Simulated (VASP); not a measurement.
## MoS$_{2}$ (strained database structure), r²SCAN single-point calculation: VASP's output and Ansatz's

POSCAR

```
Mo S
 1.0000000000000000
     3.1059543043976761    0.0000000000000000    0.0000000000000000
    -1.5529771521988380    2.6898353306020124    0.0000000000000000
     0.0000000000000000    0.0000000000000000    6.6704083680000004
 Mo  S
   1   2
Cartesian
  0.0000000000000000 -0.0000000000000001  0.0000000000000000
 -0.0000000000000001  1.7932235537346748  1.5751965696521610
 -0.0000000000000001  1.7932235537346748  5.0952117983478384
```

VASP ran with the recommended PBE PAW datasets (26 valence electrons in the cell).

From OUTCAR

```
k-points           NKPTS =     57   k-points in BZ     NKDIM =     57   number of bands    NBANDS=     20

   NELECT =      26.0000    total number of electrons

   dimension x,y,z NGX =    24 NGY =   24 NGZ =   50
   dimension x,y,z NGXF=    48 NGYF=   48 NGZF=  100

  energy-cutoff  :      520.00
  volume of cell :       55.73
      direct lattice vectors                 reciprocal lattice vectors
     3.105954304  0.000000000  0.000000000     0.321962238  0.185884985  0.000000000
    -1.552977152  2.689835331  0.000000000     0.000000000  0.371769970  0.000000000
     0.000000000  0.000000000  6.670408368     0.000000000  0.000000000  0.149915859

 k-points in reciprocal lattice and weights: KPOINTS created by Atomic Simulation Env
   0.00000000  0.00000000  0.00000000       0.002
   0.08333333 -0.00000000  0.00000000       0.010
   0.16666667  0.00000000  0.00000000       0.010
   0.25000000  0.00000000  0.00000000       0.010
   0.33333333 -0.00000000  0.00000000       0.010
   0.41666667 -0.00000000  0.00000000       0.010
   0.50000000  0.00000000  0.00000000       0.005
   0.08333333  0.08333333  0.00000000       0.010
   ...

 E-fermi :   6.6431

 k-point     1 :       0.0000    0.0000    0.0000
  band No.  band energies     occupation
      1     -56.5341      2.00000
      2     -30.0063      2.00000
      3     -29.6889      2.00000
      4     -29.6889      2.00000
      5      -8.8889      2.00000
      6      -7.3584      2.00000
      7      -0.2158      2.00000
      8       3.5226      2.00000
      9       3.5226      2.00000
     10       4.7348      2.00000
     11       4.7348      2.00000
     12       4.8646      2.00000
     13       5.5256      2.00000
     14       9.3715      0.00000
     15       9.3715      0.00000
     16       9.4830      0.00000
     17       9.4830      0.00000
     18      13.2569      0.00000
     19      14.7207      0.00000
     20      16.5496      0.00000

 k-point     2 :       0.0833   -0.0000    0.0000
  band No.  band energies     occupation
      1     -56.5303      2.00000
      2     -29.9992      2.00000
      3     -29.7241      2.00000
      4     -29.6968      2.00000
      5      -8.7709      2.00000
      6      -7.3111      2.00000
      7      -0.0820      2.00000
      8       3.2642      2.00000
      9       3.6439      2.00000
     10       4.0313      2.00000
     11       4.5492      2.00000
     12       5.3605      2.00000
     13       5.5313      2.00000
     14       9.1028      0.00000
     15       9.2741      0.00000
     16       9.3514      0.00000
     17       9.5695      0.00000
     18      13.7611      0.00000
     19      14.8772      0.00000
     20      17.0335      0.00000

 k-point     3 :       0.1667    0.0000    0.0000
  band No.  band energies     occupation
      1     -56.5199      2.00000
      2     -29.9797      2.00000
      3     -29.8192      2.00000
      4     -29.7183      2.00000
      5      -8.4342      2.00000
      6      -7.1768      2.00000
      7       0.2623      2.00000
      8       2.6600      2.00000
      9       3.2200      2.00000
     10       3.9793      2.00000
     11       4.1141      2.00000
     12       5.4477      2.00000
     13       5.4577      2.00000
     14       8.4331      0.00000
     15       9.0547      0.00000
     16       9.3419      0.00000
     17      10.0169      0.00000
     18      14.4759      0.00000
     19      15.5903      0.00000
     20      16.8015      0.00000

 k-point     4 :       0.2500    0.0000    0.0000
  band No.  band energies     occupation
      1     -56.5056      2.00000
      2     -29.9529      2.00000
      3     -29.9471      2.00000
      4     -29.7475      2.00000
      5      -7.9323      2.00000
      6      -6.9789      2.00000
      7       0.5767      2.00000
      8       2.0689      2.00000
      9       2.4241      2.00000
     10       3.6286      2.00000
     11       4.4398      2.00000
     12       5.1165      2.00000
     13       5.1611      2.00000
     14       8.1612      0.00000
     15       8.7867      0.00000
     16       9.8111      0.00000
     17      10.4676      0.00000
     18      14.4958      0.00000
     19      15.7175      0.00000
     20      16.2626      0.00000

 ...

  Total        2.5922567      2.5922567      0.7857418      0.0000000      0.0000000      0.0000000
  in kB       74.5273037     74.5273037     22.5900537      0.0000000      0.0000000      0.0000000
  external PRESSURE =      57.2148870 kB  Pullay stress =       0.0000000 kB

 POSITION                                       TOTAL-FORCE (eV/Angst)
 -----------------------------------------------------------------------------------
      0.00000      0.00000      0.00000         0.000000     -0.000000      0.000000
      0.00000      1.79322      1.57520        -0.000000      0.000000     -0.041275
      0.00000      1.79322      5.09521        -0.000000      0.000000      0.041275
 -----------------------------------------------------------------------------------
    total drift:                                0.000000     -0.000000     -0.000000

  FREE ENERGIE OF THE ION-ELECTRON SYSTEM (eV)
  ---------------------------------------------------
  free  energy   TOTEN  =       -44.9258290320 eV

  energy  without entropy=      -44.9258290320  energy(sigma->0) =      -44.92582903
```

Each program uses its own PAW datasets. VASP's cell holds 26 valence electrons and Ansatz's 26. Ansatz's stress includes a Pulay correction; VASP's doesn't.

What does Ansatz give for the same cell and level of theory?

gap between bands v and c 1.39 eV; least direct gap 2.04 eV; pressure 5.7 GPa; largest force 0.05 eV/Å.

Ansatz printed

```
SCF 1 converged in 7 iterations: F = -6782.047188 eV  dr2 = 1.56e-8
  greatest PAW one-centre occupation: 0.996 electrons in one spin orbital (limit 2), on the Mo atom at site 0 (counted from 0), in its partial waves of l = 0
NSCF: frozen V_eff on 7 k-points
SCF converged after 7 iterations
Free energy (F): -6782.047188 eV
Harris-Foulkes:  -6782.047188 eV  (|F-HF|=3.66e-9)
Internal energy: -6782.047188 eV  (E = F + TS)
E sigma→0 (E₀):  -6782.047188 eV
Fermi energy:    9.783242 eV
--- Per-component energies (eV) ---
  E_band       = -192.622160
  E_kinetic    = 657.449313
  E_local      = -2324.100816  (includes V_loc(G=0)·N_el)
  E_nonlocal   = 198.660676
  E_hartree    = 925.648028
  E_xc         = -363.562973
  E_vxc        = -447.445042  (∫ρ·V_xc dr)
  E_paw        = -4436.000119  (= ΣΔE_a)
  E_vpaw       = -154.352236  (= ΣTr[D̂ρ^β])
  E_aug_tail   = 0.000006  (compensation charges beyond the density's cutoff)
  E_vtau       = 25.865597  (kinetic-family band-sum trace: ∫τ·v_τ [+ j·A + Jᵃ·Aᵃ] dr)
  E_ewald      = -1439.700565
  E_core_change = -0.440737  (= ΣΔE_core)
  E_smearing   = -0.000000  (= −TS)
  E_closure    = 0.000000  (closes the sum)
  Σ components = -6782.047188   (vs F -6782.047188, Δ=0.00e0)
--- Forces (eV/Å), atoms counted from 1 ---
  atom   1  Mo     0.00000000    -0.00000000     0.00000000
  atom   2  S     -0.00000000    -0.00000000    -0.04635270
  atom   3  S      0.00000000    -0.00000000     0.04635270
  max |Σ_I F_I| component: 1.04e-17 eV/Å
--- Stress (GPa, compression-positive) ---
        7.360858       0.000000       0.000000
       -0.000000       7.360858       0.000000
        0.000000       0.000000       2.263846
  P = ⅓ Tr σ = 5.6619 GPa (56.619 kbar)
--- Band table (eV; the first three rows and the last of 57) ---
  k-point 0: bands = ["-53.2898", "-26.7445", "-26.4287", "-26.4287", "-5.6266", "-4.0929", "3.0697", "6.7906", "6.7906", "8.0041", "8.0041", "8.1422", "8.7974", "12.6424", "12.6424", "12.7558", "12.7558"]
  k-point 1: bands = ["-53.2898", "-26.7445", "-26.4286", "-26.4286", "-5.5728", "-4.1880", "3.3352", "6.7950", "6.7950", "7.2292", "7.9949", "7.9949", "9.4588", "12.5994", "12.5994", "12.8127", "12.8127"]
  k-point 2: bands = ["-53.2898", "-26.7445", "-26.4287", "-26.4287", "-5.5119", "-4.2891", "3.6595", "6.5919", "6.7996", "6.7996", "7.9857", "7.9857", "9.7832", "12.5721", "12.5721", "12.8540", "12.8540"]
  k-point 56: bands = ["-53.2261", "-26.8070", "-26.7524", "-26.6241", "-3.1584", "-2.9937", "3.5408", "4.5014", "5.1130", "5.9872", "6.1752", "6.5896", "9.5003", "11.5400", "12.3156", "13.7032", "14.8201"]
```
